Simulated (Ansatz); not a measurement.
## Ti: pressure and energy above lowest point against volume per atom

Results calculated with Ansatz 0.2.0 development build, not measured. Equation of state of a cubic crystal from periodic Kohn-Sham density functional theory without spin; pressure corrected for the finite basis.

Cell of the first row (space group Fm-3m, No. 225):
```
Ti
1.0
      0.0000     2.0002     2.0002
      2.0002     0.0000     2.0002
      2.0002     2.0002     0.0000
Ti
1
Direct
  0.00000 0.00000 0.00000
```

Settings of every row: formula Ti; structure type fcc; functional r2SCAN; spin treatment none; k mesh 14x14x14; occupation method fermi-dirac; occupation width 0.1 eV; wave cutoff 740 eV; datasets hand-made PAW; density cutoff ratio 4; xc grid level 2.

Limits: a cubic model structure, not a phase known at ambient conditions; modest k-mesh, values are not fully converged in k; the SCF threshold is loose for a stress in some rows.

```
row  volume per atom (Å³)  pressure (GPa)  energy above lowest point (meV/atom)
  1                16.005          10.634                                 43.11
  2                16.526           6.228                                  15.8
  3                17.048           2.347                                  1.96
  4                 17.57          -1.068                                     0
  5                18.092               ?                                     ?
```

Question: what pressure and energy above lowest point should row 5 give?

Worked fit of pressure. Take u = (V_r/V)^(2/3) − 1 with V_r = 16.787 Å³ an atom, which is twice the finite (Eulerian) strain; such expansions in the strain, on which the Birch-Murnaghan equation of state is built, carry the rest volume and the bulk modulus. The shown rows have u = 0.03231, 0.0105, -0.01023, -0.02993. Least squares give pressure = 4.2251 + 187.185 × u + 345.6 × u² GPa; a straight line predicts inner rows, each left out in turn, worse (root mean square 0.21 against 0.0014 GPa). The rows lie off it by 0.000, -0.001, 0.001, 0.000. The pressure vanishes at u = -0.0236, or V = 17.4 Å³ an atom, and there the bulk modulus at fixed shape and fractions is B = −V dP/dV = (2/3)(1 + u) dP/du = 111 GPa. The withheld row has u = -0.04869, so the fit gives 4.2251 + 187.185 × (-0.04869) + 345.6 × (-0.04869)² = -4.070 GPa.

The calculation gave -4.069 GPa. The fit lies 0.001 GPa (0.0068 % of the column's range) below it, one unit of the last digit. This row lies beyond the range of the fit.

Worked fit of energy above lowest point. Take u = (V_r/V)^(2/3) − 1 with V_r = 16.787 Å³ an atom, which is twice the finite (Eulerian) strain; such expansions in the strain, on which the Birch-Murnaghan equation of state is built, carry the rest volume and the bulk modulus. The shown rows have u = 0.03231, 0.0105, -0.01023, -0.02993. Least squares give energy above lowest point = 7.3 + 660.02 × u + 13887.3 × u² meV/atom; a straight line predicts inner rows, each left out in turn, worse (root mean square 8.5 against 0.089 meV/atom). The rows lie off it by -0.01, 0.04, -0.04, 0.01. Its lowest point lies at u = -0.0238, or V = 17.4 Å³ an atom, and the curvature there gives the bulk modulus at fixed shape and fractions, B = (4/9)(1 + u)² E″(u)/V = 108 GPa. The withheld row has u = -0.04869, so the fit gives 7.3 + 660.02 × (-0.04869) + 13887.3 × (-0.04869)² = 8.09 meV/atom.

The calculation gave 8.47 meV/atom. The fit lies 0.38 meV/atom (4.5 % of the value, 0.88 % of the column's range) below it; its largest miss of a shown row is 0.04 meV/atom. This row lies beyond the range of the fit.
